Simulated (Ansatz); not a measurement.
# Mo: the cost of one run

Computed with Ansatz 0.2.0 (DFT PBE, scalar-relativistic, plane waves, PAW, unless a step's input says otherwise).

## (1) Starting point

The structure is orthorhombic, space group Pnma (No. 62). The conventional cell has a = 3.909 Å, b = 6.481 Å, c = 2.915 Å, α = 90.00°, β = 90.00°, γ = 90.00°. Around Mo (site symmetry m) lie 2 Mo at 2.07 Å.

As a file:

```xyz
4
Lattice="3.9094 0.0000 0.0000 0.0000 6.4811 0.0000 0.0000 0.0000 2.9150" Properties=species:S:1:pos:R:3 pbc="T T T"
Mo    0.0801    1.6203    1.8504
Mo    3.8293    4.8608    1.0645
Mo    1.8746    4.8608    0.3929
Mo    2.0348    1.6203    2.5220
```

(A quick probe on a coarse mesh, which set the mesh and smearing, is not shown.)

## (3) Coarse relaxation

Contents of input.yaml:

```yaml
crystal:
  lattice:
    - [3.909409297, 0.0, 0.0]
    - [0.0, 6.4811074743, 0.0]
    - [0.0, 0.0, 2.9149754308]
  atoms:
    - { symbol: Mo, position: [0.0205, 0.25, 0.6348] }
    - { symbol: Mo, position: [0.9795, 0.75, 0.3652] }
    - { symbol: Mo, position: [0.4795, 0.75, 0.1348] }
    - { symbol: Mo, position: [0.5205, 0.25, 0.8652] }
basis:
  ecutwfc: 420
kpoints:
  mp_grid: { grid: [4, 4, 6] }
hamiltonian:
  xc: pbe
scf:
  occupations: { method: gaussian, width: 0.1 }
  lower_state_search: "off"
output:
  forces: true
  stress: true
  eigenvalues: true
relax:
  adjacent_minimum: "off"
  f_tol: 0.04
  max_steps: 70
  cell: { stress_tol: 0.4 }
```

Q: Estimate wall time and peak memory on 1 thread of an Arm CPU, shared host.

About 90 s, with a peak of 0.36 GiB.
